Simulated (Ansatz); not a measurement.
**TaN under compression and expansion**

```
CELL_PARAMETERS angstrom
2.93800 0.00000 0.00000
-1.46900 2.54438 0.00000
0.00000 0.00000 2.88300
ATOMIC_POSITIONS crystal
Ta 0.33333 0.66667 0.50000
N 0.00000 0.00000 0.00000
```

Conventional cell: a = 2.938 Å, b = 2.938 Å, c = 2.883 Å, α = 90.00°, β = 90.00°, γ = 120.00°. Ta (atom 1) has 6 N at 2.23 Å as nearest neighbours. N (atom 2) has 6 Ta at 2.23 Å as nearest neighbours.

The cell is COD entry 1538016, as deposited and not checked against the literature; nothing was relaxed.

Spin–orbit coupling is left out, though it moves levels of the heavy atoms by tenths of an eV or more.

Computed with DFT, PBE, all-electron LAPW, scalar-relativistic in Ansatz 0.2.0.

For LAPW: a Γ-centred 12×12×10 k mesh, Fermi–Dirac smearing of 0.02 eV, basis error target 0.5 meV/atom, no spin polarisation.

The cell above is scaled evenly, with fractional coordinates and shape held.

(1) Estimate the equilibrium volume and bulk modulus that all-electron LAPW gives for this fixed shape.

Answers

(1) V0 = 10.93 Å³/atom, B0 = 335 GPa, B0′ = 4.3, from a third-order Birch–Murnaghan fit to these pressures:
```json
{"V/V(cell)": "0.9400", "V (Å³/atom)": "10.129", "P, LAPW (GPa)": "29.92"}
{"V/V(cell)": "0.9405", "V (Å³/atom)": "10.135", "P, LAPW (GPa)": "29.67"}
{"V/V(cell)": "0.9600", "V (Å³/atom)": "10.345", "P, LAPW (GPa)": "20.67"}
{"V/V(cell)": "0.9700", "V (Å³/atom)": "10.453", "P, LAPW (GPa)": "16.39"}
{"V/V(cell)": "0.9800", "V (Å³/atom)": "10.560", "P, LAPW (GPa)": "12.34"}
{"V/V(cell)": "0.9900", "V (Å³/atom)": "10.668", "P, LAPW (GPa)": "8.49"}
{"V/V(cell)": "1.0000", "V (Å³/atom)": "10.776", "P, LAPW (GPa)": "4.85"}
{"V/V(cell)": "1.0100", "V (Å³/atom)": "10.884", "P, LAPW (GPa)": "1.38"}
{"V/V(cell)": "1.0200", "V (Å³/atom)": "10.991", "P, LAPW (GPa)": "-1.90"}
{"V/V(cell)": "1.0300", "V (Å³/atom)": "11.099", "P, LAPW (GPa)": "-5.02"}
{"V/V(cell)": "1.0400", "V (Å³/atom)": "11.207", "P, LAPW (GPa)": "-7.98"}
{"V/V(cell)": "1.0600", "V (Å³/atom)": "11.422", "P, LAPW (GPa)": "-13.45"}
```
